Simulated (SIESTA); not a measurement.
**CdTe under changes of volume**

One of the cells (33.580 Å³/atom); the others are scaled copies at fixed shape and fractional positions:

```
Te Cd
1.0
     0.00000    3.22623    3.22623
     3.22623    0.00000    3.22623
     3.22623    3.22623    0.00000
Te Cd
1 1
Direct
  0.75000 0.75000 0.75000
  0.00000 0.00000 0.00000
```

| Quantity | Value |
| --- | --- |
| Program | SIESTA 5.4.2 |
| Functional | PBEsol |
| Potentials or basis | PseudoDojo 0.4 standard (PBEsol files) |
| Basis | DZP (energy shift 0.003 Ry; two zetas on semicore shells) |
| Grid cutoff | 800 Ry |
| Energy shift | 0.003 Ry |
| k mesh | 7 × 7 × 7 |
| Occupations | fermi-dirac, width 0.05 eV |
| Spin | no spin polarisation |

| volume (Å³/atom) | energy over the lowest point (meV/atom) | pressure (GPa) | gap on the mesh (eV) |
| --- | --- | --- | --- |
| 30.947 | 44.71 | 5.3 | 1.30 |
| 31.605 | 25.96 | 3.9 | 1.21 |
| 32.263 | 12.77 | 2.6 | 1.12 |
| 33.580 | ? | ? | ? |
| 34.239 | 0.00 | -0.4 | 0.89 |
| 34.897 | 3.63 | -1.2 | 0.82 |

Q: What does the run at 33.580 Å³/atom give?

A: Energy over the lowest point 0.32 meV/atom; pressure 0.6 GPa; gap on the mesh 0.96 eV.

Worked out: A Birch-Murnaghan fit of order 3 (a polynomial in V^(-2/3)) to the other rows has its minimum at 33.92 Å³/atom with B0 = V·E''(V) = 48 GPa and B' = 3.8. It gives 0.11 meV/atom at 33.580 Å³/atom, against the run's 0.32, and -dE/dV = 0.5 GPa, against 0.6. A straight line through the other rows of the gap, of slope -3.98 eV per unit of ln V (its deformation potential), gives 0.97 eV, against the run's 0.96.

Energies are extrapolated to zero smearing.

Caveats: spin-orbit coupling is left out, which moves the levels of the heavy elements; an odd mesh through Γ misses points on the zone boundary, where band edges often lie; the basis of atomic orbitals isn't converged, which shifts pressures, moduli and gaps.
